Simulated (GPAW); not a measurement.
Runs of GPAW 26.7.0 on AlN. The structure is cubic, space group F-43m (No. 216). The conventional cell has a = 4.368 Å, b = 4.368 Å, c = 4.368 Å, α = 90.00°, β = 90.00°, γ = 90.00°. Around Al (site symmetry -43m) lie 4 N at 1.89 Å. N (site symmetry -43m) is surrounded by 4 Al at 1.89 Å. Measurements of this composition are mostly on another form, of space group No. 186.

```csv
task,level,potentials or basis,cell,k mesh,cutoff (eV),smearing,random start of the orbitals,maxiter,k mesh for the Wannier functions,wannier start,wannier functional,other keys,gap on the mesh (eV),pressure (GPa)
electron localisation function,MS2,"GPAW PAW data sets (gpaw-data 1.2.1), pw",as given,10 × 10 × 10,800,marzari-vanderbilt 0.025 eV,yes,150,-,-,-,-,3.64,1.0
single point,LDA,"the program's PAW data sets (release 1.2.1) made for this functional, pw",volume scaled by 0.96,9 × 9 × 9,650,fermi-dirac 0.05 eV,-,80,-,-,-,-,3.44,(a)
Wannier functions,MS2,"GPAW PAW data sets (gpaw-data 1.2.1), pw",as given,10 × 10 × 10,800,marzari-vanderbilt 0.025 eV,-,75,4 × 4 × 4,orbitals,var,"several, not listed",3.64,1.0
band structure,optB88-vdW,"GPAW PAW data sets (gpaw-data 1.2.1), pw",as given,10 × 10 × 10,800,fermi-dirac 0.05 eV,-,150,-,-,-,-,3.52,-
```

Alike in all rows: no spin polarisation.

Question: Estimate the missing entries.

Answer: (a) 2.3.

Caveats: the PAW data sets were made with another functional, which shifts forces and pressure a little (some runs); this smearing can pin the Fermi level at a band edge (some runs); the cutoff is short for stress and forces, so pressures can be off by a GPa or more (some runs); an odd mesh through Γ misses points on the zone boundary, where band edges often lie (some runs).

Runs at the PBE level aren't shown here.
